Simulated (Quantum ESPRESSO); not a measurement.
A run of Quantum ESPRESSO 7.5 is set up as follows.

Contents of pw.in:

```
&CONTROL
  calculation = 'vc-relax'
  prefix = 'pwscf'
  outdir = './tmp'
  pseudo_dir = './pseudo'
  tprnfor = .true.
  tstress = .true.
  disk_io = 'low'
  nstep = 40
  forc_conv_thr = 0.0004
  etot_conv_thr = 1d-05
/
&SYSTEM
  ibrav = 0
  nat = 2
  ntyp = 2
  ecutwfc = 84
  nbnd = 14
  occupations = 'smearing'
  smearing = 'fd'
  degauss = 0.00367493
  vdw_corr = 'grimme-d3'
  dftd3_version = 6
/
&ELECTRONS
  conv_thr = 4d-10
  electron_maxstep = 120
  mixing_beta = 0.5
/
&IONS
  ion_dynamics = 'bfgs'
/
&CELL
  cell_dynamics = 'bfgs'
  press = 0
  press_conv_thr = 0.3
/
ATOMIC_SPECIES
Sr    87.6200 Sr.upf
O     15.9990 O.upf
CELL_PARAMETERS angstrom
   0.0000000000    2.5663000000    2.5663000000
   2.5663000000    0.0000000000    2.5663000000
   2.5663000000    2.5663000000    0.0000000000
ATOMIC_POSITIONS crystal
Sr     0.5000000000    0.5000000000    0.5000000000
O      0.0000000000    0.0000000000    0.0000000000
K_POINTS automatic
9 9 9 0 0 0
```

Potentials or basis: PseudoDojo 0.4.1 SR PBE standard.

Launch:

```console
$ OMP_NUM_THREADS=1 pw.x -in pw.in > pw.out
```

Question: What does it give for the relaxed cell?

Answer: a = 3.474 Å, b = 3.474 Å, c = 3.474 Å, α = 60.00°, β = 60.00°, γ = 60.00°.

Question: What does it give for the space group after relaxing (to 0.05 Å)?

Answer: Fm-3m (No. 225).

Question: Estimate the band gap on the k mesh.

Answer: 3.24 eV, direct.

Question: Predict the relaxed volume.

Answer: 14.83 Å³/atom.

Final structure:
```
Sr O
1.0
     0.00000    2.45674    2.45674
     2.45674    0.00000    2.45674
     2.45674    2.45674    0.00000
Sr O
1 1
Direct
  0.50000 0.50000 0.50000
  0.00000 0.00000 0.00000
```

Caveat: an odd mesh through Γ misses points on the zone boundary, where band edges often lie.
